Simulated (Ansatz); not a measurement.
**CdSe: levels along high-symmetry lines**

```
Cd Se
1.0
     0.00000    3.07027    3.07027
     3.07027    0.00000    3.07027
     3.07027    3.07027    0.00000
Cd Se
1 1
Cartesian
  0.0000 0.0000 0.0000
  1.5351 1.5351 1.5351
```

Atom numbers follow the list: Cd1, Se2.

Structure from Materials Project entry mp-2691 (possibly hypothetical), not relaxed further.

Method: Ansatz 0.2.0, DFT, PBE, all-electron LAPW, scalar-relativistic.

Settings: a Γ-centred 8×8×8 k mesh, Fermi–Dirac smearing of 0.03 eV, basis error target 1 meV/atom, no spin polarisation.

Points in fractions of the reciprocal vectors of this cell: Γ (0, 0, 0), X (-0.5, -0.5, 0), U (-0.375, -0.375, 0.25), K (-0.375, 0, 0.375), L (0, 0, 0.5), W (-0.5, -0.25, 0.25). The path joins them by straight lines in the order Γ–X–U–K–Γ–L–W–X; legs that retrace an earlier one aren't tabulated. Energies are in eV from the top of the valence band.

**Question.** Metal or insulator at this level of theory?

**Answer.** An insulator or semiconductor: gap 0.55 eV, direct at Γ.

**Question.** Tabulate bands 18 to 25, counted from the lowest band of the run, along the path.

**Answer.** 
```json
{"k (1/Å)": "0.00", "point": "Γ", "band 18": "-7.49", "band 19": "-7.49", "band 20": "0.00", "band 21": "0.00", "band 22": "0.00", "band 23": "0.55", "band 24": "5.94", "band 25": "5.94"}
{"k (1/Å)": "0.15", "point": "", "band 18": "-7.50", "band 19": "-7.49", "band 20": "-0.63", "band 21": "-0.11", "band 22": "-0.11", "band 23": "1.22", "band 24": "5.67", "band 25": "6.11"}
{"k (1/Å)": "0.29", "point": "", "band 18": "-7.51", "band 19": "-7.48", "band 20": "-1.42", "band 21": "-0.40", "band 22": "-0.40", "band 23": "2.11", "band 24": "5.10", "band 25": "6.55"}
{"k (1/Å)": "0.44", "point": "", "band 18": "-7.51", "band 19": "-7.47", "band 20": "-2.16", "band 21": "-0.78", "band 22": "-0.78", "band 23": "2.91", "band 24": "4.50", "band 25": "7.21"}
{"k (1/Å)": "0.58", "point": "", "band 18": "-7.47", "band 19": "-7.46", "band 20": "-2.83", "band 21": "-1.16", "band 22": "-1.16", "band 23": "3.44", "band 24": "4.02", "band 25": "7.79"}
{"k (1/Å)": "0.73", "point": "", "band 18": "-7.45", "band 19": "-7.35", "band 20": "-3.40", "band 21": "-1.47", "band 22": "-1.47", "band 23": "3.46", "band 24": "3.81", "band 25": "8.08"}
{"k (1/Å)": "0.88", "point": "", "band 18": "-7.44", "band 19": "-7.22", "band 20": "-3.80", "band 21": "-1.68", "band 22": "-1.68", "band 23": "3.27", "band 24": "3.76", "band 25": "8.65"}
{"k (1/Å)": "1.02", "point": "X", "band 18": "-7.44", "band 19": "-7.16", "band 20": "-3.95", "band 21": "-1.75", "band 22": "-1.75", "band 23": "3.20", "band 24": "3.74", "band 25": "8.96"}
{"k (1/Å)": "1.07", "point": "", "band 18": "-7.44", "band 19": "-7.16", "band 20": "-3.94", "band 21": "-1.78", "band 22": "-1.75", "band 23": "3.23", "band 24": "3.76", "band 25": "8.93"}
{"k (1/Å)": "1.13", "point": "", "band 18": "-7.44", "band 19": "-7.15", "band 20": "-3.94", "band 21": "-1.85", "band 22": "-1.73", "band 23": "3.31", "band 24": "3.84", "band 25": "8.84"}
{"k (1/Å)": "1.18", "point": "", "band 18": "-7.45", "band 19": "-7.13", "band 20": "-3.93", "band 21": "-1.96", "band 22": "-1.69", "band 23": "3.40", "band 24": "4.00", "band 25": "8.72"}
{"k (1/Å)": "1.23", "point": "", "band 18": "-7.45", "band 19": "-7.12", "band 20": "-3.91", "band 21": "-2.08", "band 22": "-1.64", "band 23": "3.49", "band 24": "4.22", "band 25": "8.58"}
{"k (1/Å)": "1.28", "point": "", "band 18": "-7.45", "band 19": "-7.10", "band 20": "-3.90", "band 21": "-2.20", "band 22": "-1.59", "band 23": "3.57", "band 24": "4.51", "band 25": "8.44"}
{"k (1/Å)": "1.33", "point": "", "band 18": "-7.46", "band 19": "-7.09", "band 20": "-3.89", "band 21": "-2.31", "band 22": "-1.52", "band 23": "3.65", "band 24": "4.81", "band 25": "8.32"}
{"k (1/Å)": "1.38", "point": "U", "band 18": "-7.47", "band 19": "-7.08", "band 20": "-3.88", "band 21": "-2.39", "band 22": "-1.44", "band 23": "3.72", "band 24": "5.09", "band 25": "8.19"}
{"k (1/Å)": "1.47", "point": "", "band 18": "-7.47", "band 19": "-7.08", "band 20": "-3.87", "band 21": "-2.39", "band 22": "-1.45", "band 23": "3.86", "band 24": "5.22", "band 25": "7.66"}
{"k (1/Å)": "1.56", "point": "", "band 18": "-7.48", "band 19": "-7.08", "band 20": "-3.86", "band 21": "-2.34", "band 22": "-1.53", "band 23": "4.17", "band 24": "5.30", "band 25": "6.97"}
{"k (1/Å)": "1.65", "point": "", "band 18": "-7.48", "band 19": "-7.08", "band 20": "-3.86", "band 21": "-2.28", "band 22": "-1.62", "band 23": "4.50", "band 24": "5.31", "band 25": "6.50"}
{"k (1/Å)": "1.74", "point": "", "band 18": "-7.48", "band 19": "-7.08", "band 20": "-3.86", "band 21": "-2.28", "band 22": "-1.62", "band 23": "4.50", "band 24": "5.31", "band 25": "6.50"}
{"k (1/Å)": "1.83", "point": "", "band 18": "-7.48", "band 19": "-7.08", "band 20": "-3.86", "band 21": "-2.34", "band 22": "-1.53", "band 23": "4.17", "band 24": "5.30", "band 25": "6.97"}
{"k (1/Å)": "1.92", "point": "", "band 18": "-7.47", "band 19": "-7.08", "band 20": "-3.87", "band 21": "-2.39", "band 22": "-1.45", "band 23": "3.86", "band 24": "5.22", "band 25": "7.66"}
{"k (1/Å)": "2.01", "point": "K", "band 18": "-7.47", "band 19": "-7.08", "band 20": "-3.88", "band 21": "-2.39", "band 22": "-1.44", "band 23": "3.72", "band 24": "5.09", "band 25": "8.19"}
{"k (1/Å)": "2.17", "point": "", "band 18": "-7.48", "band 19": "-7.11", "band 20": "-3.82", "band 21": "-2.41", "band 22": "-1.15", "band 23": "3.88", "band 24": "5.60", "band 25": "7.34"}
{"k (1/Å)": "2.32", "point": "", "band 18": "-7.50", "band 19": "-7.24", "band 20": "-3.62", "band 21": "-2.11", "band 22": "-0.83", "band 23": "3.79", "band 24": "5.78", "band 25": "6.51"}
{"k (1/Å)": "2.48", "point": "", "band 18": "-7.51", "band 19": "-7.40", "band 20": "-3.17", "band 21": "-1.61", "band 22": "-0.53", "band 23": "3.38", "band 24": "5.84", "band 25": "6.17"}
{"k (1/Å)": "2.63", "point": "", "band 18": "-7.51", "band 19": "-7.47", "band 20": "-2.50", "band 21": "-1.03", "band 22": "-0.29", "band 23": "2.77", "band 24": "5.53", "band 25": "6.48"}
{"k (1/Å)": "2.79", "point": "", "band 18": "-7.50", "band 19": "-7.49", "band 20": "-1.66", "band 21": "-0.50", "band 22": "-0.12", "band 23": "2.05", "band 24": "5.52", "band 25": "6.20"}
{"k (1/Å)": "2.94", "point": "", "band 18": "-7.50", "band 19": "-7.49", "band 20": "-0.74", "band 21": "-0.13", "band 22": "-0.03", "band 23": "1.24", "band 24": "5.76", "band 25": "6.01"}
{"k (1/Å)": "3.10", "point": "Γ", "band 18": "-7.49", "band 19": "-7.49", "band 20": "0.00", "band 21": "0.00", "band 22": "0.00", "band 23": "0.55", "band 24": "5.94", "band 25": "5.94"}
{"k (1/Å)": "3.22", "point": "", "band 18": "-7.49", "band 19": "-7.49", "band 20": "-0.58", "band 21": "-0.04", "band 22": "-0.04", "band 23": "1.07", "band 24": "5.84", "band 25": "6.01"}
{"k (1/Å)": "3.35", "point": "", "band 18": "-7.49", "band 19": "-7.49", "band 20": "-1.39", "band 21": "-0.15", "band 22": "-0.15", "band 23": "1.69", "band 24": "5.70", "band 25": "6.19"}
{"k (1/Å)": "3.48", "point": "", "band 18": "-7.49", "band 19": "-7.49", "band 20": "-2.20", "band 21": "-0.30", "band 22": "-0.30", "band 23": "2.12", "band 24": "5.76", "band 25": "6.38"}
{"k (1/Å)": "3.60", "point": "", "band 18": "-7.49", "band 19": "-7.49", "band 20": "-2.96", "band 21": "-0.46", "band 22": "-0.46", "band 23": "2.32", "band 24": "6.13", "band 25": "6.49"}
{"k (1/Å)": "3.73", "point": "", "band 18": "-7.48", "band 19": "-7.42", "band 20": "-3.60", "band 21": "-0.59", "band 22": "-0.59", "band 23": "2.38", "band 24": "6.50", "band 25": "6.50"}
{"k (1/Å)": "3.86", "point": "", "band 18": "-7.47", "band 19": "-7.28", "band 20": "-4.05", "band 21": "-0.68", "band 22": "-0.68", "band 23": "2.37", "band 24": "6.47", "band 25": "6.47"}
{"k (1/Å)": "3.98", "point": "L", "band 18": "-7.47", "band 19": "-7.22", "band 20": "-4.22", "band 21": "-0.71", "band 22": "-0.71", "band 23": "2.36", "band 24": "6.45", "band 25": "6.45"}
{"k (1/Å)": "4.09", "point": "", "band 18": "-7.47", "band 19": "-7.21", "band 20": "-4.19", "band 21": "-0.87", "band 22": "-0.75", "band 23": "2.55", "band 24": "6.25", "band 25": "6.54"}
{"k (1/Å)": "4.19", "point": "", "band 18": "-7.47", "band 19": "-7.19", "band 20": "-4.13", "band 21": "-1.26", "band 22": "-0.86", "band 23": "3.00", "band 24": "5.89", "band 25": "6.75"}
{"k (1/Å)": "4.29", "point": "", "band 18": "-7.48", "band 19": "-7.16", "band 20": "-4.03", "band 21": "-1.69", "band 22": "-1.04", "band 23": "3.53", "band 24": "5.59", "band 25": "6.84"}
{"k (1/Å)": "4.40", "point": "", "band 18": "-7.48", "band 19": "-7.12", "band 20": "-3.94", "band 21": "-2.05", "band 22": "-1.28", "band 23": "4.04", "band 24": "5.40", "band 25": "6.66"}
{"k (1/Å)": "4.50", "point": "", "band 18": "-7.48", "band 19": "-7.08", "band 20": "-3.87", "band 21": "-2.25", "band 22": "-1.56", "band 23": "4.47", "band 24": "5.32", "band 25": "6.46"}
{"k (1/Å)": "4.60", "point": "", "band 18": "-7.49", "band 19": "-7.06", "band 20": "-3.85", "band 21": "-2.26", "band 22": "-1.85", "band 23": "4.78", "band 24": "5.27", "band 25": "6.39"}
{"k (1/Å)": "4.71", "point": "W", "band 18": "-7.49", "band 19": "-7.05", "band 20": "-3.85", "band 21": "-2.12", "band 22": "-2.09", "band 23": "4.91", "band 24": "5.22", "band 25": "6.42"}
{"k (1/Å)": "4.78", "point": "", "band 18": "-7.48", "band 19": "-7.05", "band 20": "-3.85", "band 21": "-2.10", "band 22": "-2.07", "band 23": "4.83", "band 24": "4.98", "band 25": "6.71"}
{"k (1/Å)": "4.85", "point": "", "band 18": "-7.47", "band 19": "-7.07", "band 20": "-3.87", "band 21": "-2.05", "band 22": "-2.03", "band 23": "4.54", "band 24": "4.63", "band 25": "7.29"}
{"k (1/Å)": "4.93", "point": "", "band 18": "-7.46", "band 19": "-7.09", "band 20": "-3.89", "band 21": "-1.98", "band 22": "-1.96", "band 23": "4.10", "band 24": "4.38", "band 25": "7.95"}
{"k (1/Å)": "5.00", "point": "", "band 18": "-7.45", "band 19": "-7.11", "band 20": "-3.91", "band 21": "-1.90", "band 22": "-1.89", "band 23": "3.73", "band 24": "4.13", "band 25": "8.48"}
{"k (1/Å)": "5.07", "point": "", "band 18": "-7.44", "band 19": "-7.14", "band 20": "-3.93", "band 21": "-1.82", "band 22": "-1.82", "band 23": "3.44", "band 24": "3.92", "band 25": "8.73"}
{"k (1/Å)": "5.15", "point": "", "band 18": "-7.44", "band 19": "-7.15", "band 20": "-3.94", "band 21": "-1.77", "band 22": "-1.77", "band 23": "3.26", "band 24": "3.79", "band 25": "8.90"}
{"k (1/Å)": "5.22", "point": "X", "band 18": "-7.44", "band 19": "-7.16", "band 20": "-3.95", "band 21": "-1.75", "band 22": "-1.75", "band 23": "3.20", "band 24": "3.74", "band 25": "8.96"}
```
